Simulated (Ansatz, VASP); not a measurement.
# ZnSe in VASP and in Ansatz

```
CELL_PARAMETERS angstrom
0.00000 2.71019 2.71019
2.71019 0.00000 2.71019
2.71019 2.71019 0.00000
ATOMIC_POSITIONS crystal
Zn 0.00000 0.00000 0.00000
Se 0.50000 0.50000 0.50000
```

Change from the starting cell: volume scaled by 1.03, PAW files.

Alike in both runs: task electric field gradients; functional PBE; k mesh 13 × 13 × 13; occupations fermi-dirac, width 0.08 eV; no spin polarisation.

|  | VASP | Ansatz |
| --- | --- | --- |
| version | VASP 6.6.1 | Ansatz 0.2.0 |
| potentials or method | VASP PAW PBE potentials, release 64 (Zn, Se) | PAW with Ansatz's default frozen-core files, scalar-relativistic |
| plane-wave cutoff (eV) | 520 | 420 |
| valence electrons in the cell | 18 | 28 |

VASP gave:

| Quantity | Value |
| --- | --- |
| pressure (GPa) | -1.7 |
| Vzz of the field gradient on the site that differs most (V/Å²) | 0.0 |

Task: What did Ansatz give for the same quantities?

Result: Pressure (GPa): -1.9; Vzz of the field gradient on the site that differs most (V/Å²): 0.0.

The functional is the same, so the differences come from potentials, cutoffs and numerics. The two sets of potentials don't hold the same shells in valence.
